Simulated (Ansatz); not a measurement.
Crystal: KBr.

```
CELL_PARAMETERS angstrom
0.00000 3.30000 3.30000
3.30000 0.00000 3.30000
3.30000 3.30000 0.00000
ATOMIC_POSITIONS crystal
Br 0.50000 0.50000 0.50000
K 0.00000 0.00000 0.00000
```

Base run:

- Program: Ansatz 0.2.0
- Functional: BLYP
- Potentials or basis: all-electron LAPW, scalar-relativistic
- Cutoff: 128 eV (chosen from the basis error)
- Basis error allowed: 0.001 eV/atom
- k mesh: 7 × 7 × 7
- Occupations: fermi-dirac, width 0.05 eV
- Spin: no spin polarisation

Its results: band gap on the k mesh 4.44 eV, direct; pressure 1.5 GPa.

Task: The run is repeated on the same cell with these changes: functional from BLYP to revPBE. What comes out?

Result: Band gap on the k mesh 4.72 eV, direct; pressure 1.9 GPa.
